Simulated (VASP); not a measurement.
**KCl: single point with PBE+D3(BJ)**

**Experimental background.**

From a printed reference work, monograph, for a bulk crystal of KCl: band gap 8.68 eV.

The system is KCl.

```
K Cl
1.0
     0.00000    3.13172    3.13172
     3.13172    0.00000    3.13172
     3.13172    3.13172    0.00000
K Cl
1 1
Direct
  0.00000 0.00000 0.00000
  0.50000 0.50000 0.50000
```

| Item | Value |
| --- | --- |
| Program | VASP 6.6.1 |
| Task | single point |
| Functional | PBE |
| Dispersion | D3(BJ) |
| Potentials or basis | VASP PAW PBE potentials, release 64 (K_sv, Cl) |
| Cutoff | 520 eV |
| k mesh | 6 × 6 × 6 |
| Occupations | gaussian, width 0.02 eV |
| Spin | no spin polarisation |

* Pressure: 0.0 GPa
* Band gap on the k mesh: 5.24 eV
* Dispersion energy per atom: -0.197 eV

Levels at points of the mesh, in eV from the valence-band top:
```
           k point  band 6  band 7  band 8  band 9  band 10  band 11
(0.00, 0.00, 0.00)    0.00    0.00    0.00    5.24     8.39     8.39
(0.50, 0.00, 0.00)   -1.08   -0.34   -0.34    7.63     8.66    10.58
(0.50, 0.50, 0.00)   -0.67   -0.23   -0.23    6.52     8.41    10.16
```

Wall time 23 s on 1 thread of Intel Xeon 8259CL (shared host), peak memory 0.21 GiB.

Against the measured gap of KCl, 8.68 eV (a printed reference work, monograph), the calculated 5.24 eV is off by -3.44 eV. The value is that of PBE+D3(BJ), without temperature or zero-point motion. Semilocal functionals fall short of measured gaps as a rule.
